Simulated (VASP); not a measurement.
Input of a VASP 6.6.1 run:

File INCAR:

```
PREC = Accurate ; ENCUT = 520
EDIFF = 1E-6 ; ISMEAR = -1
SIGMA = 0.1 ; LREAL = False
LASPH = True ; NELM = 60
ALGO = Normal ; ISIF = 2
LWAVE = False ; LCHARG = False
GGA = CA ; NBANDS = 14
```

File KPOINTS:

```
Automatic mesh
0
Gamma
  9 9 9
```

POSCAR

```
ZrH2
1.0
    0.0000000000      2.4092250000      2.4092250000
    2.4092250000      0.0000000000      2.4092250000
    2.4092250000      2.4092250000      0.0000000000
Zr H
1 2
Direct
    0.0000000000      0.0000000000      0.0000000000
    0.7500000000      0.7500000000      0.7500000000
    0.2500000000      0.2500000000      0.2500000000
```

Potentials or basis: VASP PAW LDA potentials, release 64 (Zr_sv, H).

Launch:

```bash
$ cat potpaw_LDA.64/Zr_sv/POTCAR potpaw_LDA.64/H/POTCAR > POTCAR
$ mpirun -np 1 vasp_std > vasp.out
```

Question: What does it give for the band gap on the k mesh?

Answer: None (metal or under the smearing width).

Question: What does it give for the pressure?

Answer: -6.7 GPa.
